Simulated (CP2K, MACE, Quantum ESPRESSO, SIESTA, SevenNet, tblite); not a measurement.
# Pressure against volume in P6_3/mmc (COD entry) MoS2, displaced supercell (54 atoms), QE, PBE

The cell holds 54 atoms: 18 Mo and 36 S. Its edges and angles: a = 9.507 Å, b = 9.507 Å, c = 12.324 Å, α = 90.0°, β = 90.0°, γ = 120.0°. It derives from MoS2 (P6_3/mmc (measured, COD)), repeated 3×3×1. P6_3/mmc (COD entry) MoS2 (cell 3.169, 3.169, 12.32, 90, 90, 120), 3 x 3 x 1 conventional cells; every coordinate displaced by a Gaussian of 0.05 Å.

Calculated with Quantum ESPRESSO 7.5: PBE; plane waves, SSSP efficiency, 45/360 Ry; k-points Γ. The unchanged cell has V0 = 17.864 Å³ an atom and P0 = 4.377 GPa. It is scaled evenly, with fractional positions held.

```
volume (Å³/atom)  pressure (GPa)
          16.792           15.53
          17.328               ?
          18.400          -0.017
          18.936          -3.769
```

The database entry behind the starting cell differs from later determinations by our own check (about 0.3 % long), so it need not match the best structure at ambient conditions.

Task: Fit a second-order expansion in ln V to the rows given and interpolate to the withheld row.

**Working.**

To second order in u = ln(V/V0), P = P0 − B u + ½ B B′ u², with B the bulk modulus at V0 and B′ its pressure derivative. So v = (P − P0)/u is a line in u, with intercept −B and slope ½ B B′.

| u | v (GPa) |
| --- | --- |
| -0.0618754 | -180.259 |
| 0.0295588 | -148.643 |
| 0.0582689 | -139.790 |

With n = 3: mean u = 0.00865077, mean v = -156.231, Σ(u − ū)² = 0.0078730, Σ(u − ū)(v − v̄) = 2.6690. Slope b = 2.6690 / 0.0078730 = 339.01; intercept a = v̄ − b ū = -159.16.

So B = 159 GPa and B′ = 2b/B = 4.3. At the withheld volume u = -0.03046, v = a + b u = -169.5 GPa, and P = P0 + u v.

Prediction at 17.328: 9.539 GPa. The run gave 9.510 GPa, so the fit is high by 0.030 GPa (0.31 % of the value).

B′ = 4.3 rests on three points. Among the rows given, the largest miss of the fit is at 18.936, by 0.022 GPa (0.11 % of the range of the table).

Limits: Static cells at zero temperature, with the cell shape held. The cell is layered, and even scaling strains the stiff bonds in the layers as much as the soft gap between them, so this isn't its hydrostatic bulk modulus, which the soft gap would lower.

[Logs are printed without paths, hosts, clocks, repeated set-up lines and the standing remarks that a program may print on its own settings, such as how far it seeks lower states.]

[Hosts, paths, dates, database ids (printed as entryN), source tags and the programs' standing remarks are cut or masked in the printed files.]
